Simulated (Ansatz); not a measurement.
# Si: the cost of one run

Computed with Ansatz 0.2.0 (DFT PBE, scalar-relativistic, unless a step's input says otherwise).

## 1. The system as given

It takes space group Fd-3m (No. 227, cubic). The conventional cell has a = 5.431 Å, b = 5.431 Å, c = 5.431 Å, α = 90.00°, β = 90.00°, γ = 90.00°. Si (site symmetry -43m) has 4 Si at 2.35 Å as nearest neighbours.

As a file:

```
Si
1.0
     0.00000    2.71547    2.71547
     2.71547    0.00000    2.71547
     2.71547    2.71547    0.00000
Si
2
Direct
  0.50000 0.50000 0.50000
  0.75000 0.75000 0.75000
```

Atoms are numbered in the order of the input: Si1, Si2.

## 2. After the deformation

Space group Fd-3m before, R-3m after.

## 3. All-electron LAPW

Contents of input.yaml:

```yaml
crystal:
  lattice:
    - [0.0543094, 2.7426247, 2.7426247]
    - [2.7426247, 0.0543094, 2.7426247]
    - [2.7426247, 2.7426247, 0.0543094]
  atoms:
    - { symbol: Si, position: [0.5, 0.5, 0.5] }
    - { symbol: Si, position: [0.75, 0.75, 0.75] }
kpoints:
  mp_grid: { grid: [11, 11, 11] }
  band_path:
    path:
      - [0.0, 0.0, 0.0]
      - [0.5, 0.5, 0.5]
      - [0.2451701269, 0.5, 0.7548298731]
      - [-0.2451701269, 0.2451701269, 0.5]
      - [0.0, 0.0, 0.5]
      - [0.0, 0.0, 0.0]
      - [-0.3725850634, 0.0, 0.3725850634]
      - [0.0, 0.3725850634, 0.6274149366]
      - [0.0, 0.5, 0.5]
    npoints: 5
scf:
  occupations: { method: fermi_dirac, width: 0.08 }
hamiltonian:
  xc: pbe
  pseudopotentials: { kind: all_electron, lapw: { basis_error: 0.00025 } }
output:
  forces: true
  stress: true
  eigenvalues: true
```

Command:

```bash
$ ansatz run input.yaml --threads 1 --pin off --max-ram 3072MiB --backend cpu --events-out ev --progress --plain --runs-dir out
```

What time and memory should one allow on 1 thread of Intel Xeon Platinum 8488C (Sapphire Rapids), shared host?

About 16 s, with a peak of 0.44 GiB.
